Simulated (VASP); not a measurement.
InP: single point with PBEsol+D4

**What was measured.**

From a printed reference work, data compilation, for a bulk crystal of InP at 1.6 K: band gap 1.4236 eV (direct).

InP:

```
In P
1.0
     0.00000    2.91083    2.91083
     2.91083    0.00000    2.91083
     2.91083    2.91083    0.00000
In P
1 1
Direct
  0.00000 0.00000 0.00000
  0.75000 0.75000 0.75000
```

```yaml
Program: VASP 6.6.1
Task: single point
Functional: PBEsol
Dispersion: D4
Potentials_or_basis: VASP PAW PBE potentials, release 64 (In_d, P)
Cutoff: 520 eV
k_mesh: 8 × 8 × 8
Occupations: fermi-dirac, width 0.05 eV
Spin: no spin polarisation
```

- Pressure: 0.8 GPa
- Band gap on the k mesh: 0.72 eV, direct
- Dispersion energy per atom: -0.202 eV

Levels at points of the mesh, in eV from the valence-band top:
```
           k point  band 5  band 6  band 7  band 8  band 9  band 10  band 11  band 12  band 13  band 14
(0.00, 0.00, 0.00)  -14.03  -11.69    0.00    0.00    0.00     0.72     4.01     4.01     4.01     8.45
(0.50, 0.00, 0.00)  -14.01   -9.87   -5.91   -1.02   -1.02     1.45     4.74     4.74     6.98     9.41
(0.50, 0.50, 0.00)  -13.99   -9.18   -5.91   -2.42   -2.42     1.60     2.16     9.22     9.66     9.66
```

It took 14 s on 1 thread of AMD EPYC 9R45 96-Core Processor (Zen 5), with other jobs on the host, peak memory 0.15 GiB.

Against the measured gap of InP, 1.4236 eV (direct; 1.6 K; a printed reference work, data compilation), the calculated 0.72 eV is off by -0.70 eV. Spin-orbit coupling on In is left out. The value is that of PBEsol+D4, without temperature or zero-point motion. Semilocal functionals fall short of measured gaps as a rule.

Caveat: the PAW data sets were made with another functional, which shifts forces and pressure a little; spin-orbit coupling is left out, which moves the levels of the heavy elements.
